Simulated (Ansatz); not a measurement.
# TePb: the cost of one run

Program: Ansatz 0.2.0. Level of theory: DFT PBEsol, scalar-relativistic, plane waves, PAW. These are calculated values, not measurements.

## (1) The structure to begin with

Symmetry: Fm-3m, No. 225, cubic system. Conventional cell: a = 6.454 Å, b = 6.454 Å, c = 6.454 Å, α = 90.00°, β = 90.00°, γ = 90.00°. Te (site symmetry m-3m) is surrounded by 6 Pb at 3.23 Å. Pb (site symmetry m-3m) has 6 Te at 3.23 Å as nearest neighbours.

Structure file:

```cif
data_structure
_symmetry_space_group_name_H-M 'Fm-3m'
_symmetry_Int_Tables_number 225
_cell_length_a 6.4540
_cell_length_b 6.4540
_cell_length_c 6.4540
_cell_angle_alpha 90.000
_cell_angle_beta 90.000
_cell_angle_gamma 90.000
_cell_volume 268.84
loop_
_atom_site_label
_atom_site_type_symbol
_atom_site_symmetry_multiplicity
_atom_site_Wyckoff_symbol
_atom_site_fract_x
_atom_site_fract_y
_atom_site_fract_z
_atom_site_occupancy
Te1 Te 4 b 0.50000 0.00000 0.00000 1
Pb1 Pb 4 a 0.00000 0.00000 0.00000 1
```

The cell is taken as given, not relaxed at this level.

## (2) The undisturbed cell

Contents of input.yaml:

```yaml
crystal:
  lattice:
    - [0.0, 3.227, 3.227]
    - [3.227, 0.0, 3.227]
    - [3.227, 3.227, 0.0]
  atoms:
    - { symbol: Te, position: [0.5, 0.5, 0.5] }
    - { symbol: Pb, position: [0.0, 0.0, 0.0] }
basis:
  ecutwfc: 420
kpoints:
  mp_grid: { grid: [8, 8, 8] }
hamiltonian:
  xc: pbesol
scf:
  occupations: { method: gaussian, width: 0.05 }
output:
  forces: true
  stress: true
  eigenvalues: true
```

What time and memory should one allow on 1 thread of an x86-64 CPU, shared host?

About 1.3 s, with a peak of 0.4 GiB.
